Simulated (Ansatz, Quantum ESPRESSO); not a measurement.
# Si [001], diamond: uniaxial strain and lateral response

The c axis is held at a set length while the cell relaxes sideways. How do the lateral strain and the stress follow? The strained cell has c along the load; unstrained it is a = 3.8404 Å, b = 3.8404 Å, c = 5.4311 Å, α = 90.00°, β = 90.00°, γ = 90.00°, with 4 atoms.

Calculated with Quantum ESPRESSO 7.5, PBEsol, PseudoDojo 0.4.1 norm-conserving potentials, cutoff 1170 eV, Fermi–Dirac smearing 0.02 eV, k-mesh 7×7×5, no spin polarisation, no spin-orbit coupling.

Relaxed positions at 0 %:

```
atom       x       y       z
  Si  0.0000  0.0000  0.5000
  Si  0.5000  0.0000  0.7500
  Si  0.5000  0.5000  0.0000
  Si  0.0000  0.5000  0.2500
```

```csv
ε_c (%),a (Å),c (Å),ε_a (%),"σ (GPa, tension positive)"
−3,3.8761,5.2682,0.929,−3.26
−2,3.8638,5.3225,0.611,−2.25
−1,3.8524,5.3768,0.312,−1.09
0,3.8411,5.4311,0.018,0.10
2,3.8206,5.5397,−0.515,2.60
3,3.8108,5.5941,−0.769,3.89
```

**Question.** Fit both responses and give the free strain and the stress at +1 %, a row left out above.

Least squares with y = y0 + y1 ε + y2 ε² (ε in %) gives ε_a = 0.021 + (−0.2826) ε + (0.0066) ε² and σ = 0.09 + (1.198) ε + (0.025) ε² GPa. The linear terms put the ratio of free to applied strain at −0.283 and the Young modulus at 120 GPa.

At +1 % the free strain comes out as −0.255 %. The run itself gives −0.250 %, so the estimate misses by 0.005 %, more than the largest misfit of the fitted rows (0.003 %).

The stress comes out as 1.31 GPa. The run itself gives 1.34 GPa, so the estimate misses by 0.03 GPa; the fitted rows themselves lie up to 0.04 GPa off the law.

Along a cube axis ν = C12/(C11 + C12) and Y = (C11 − C12)(C11 + 2C12)/(C11 + C12), so C11 = Y(1 − ν)/[(1 + ν)(1 − 2ν)] = 154 GPa and C12 = 61 GPa. Measured: 165.7 and 63.9 GPa (arxiv:1007.2730).

The positive ε² term means that the crystal stiffens in tension.

The same fit over all rows at other levels or in other programs gives the strain ratio = −0.284 with PBEsol (Ansatz) and −0.283 with PBEsol (Quantum ESPRESSO, GBRV).

[Logs are printed without paths, hosts, clocks, repeated set-up lines and the standing remarks that a program may print on its own settings, such as how far it seeks lower states.]
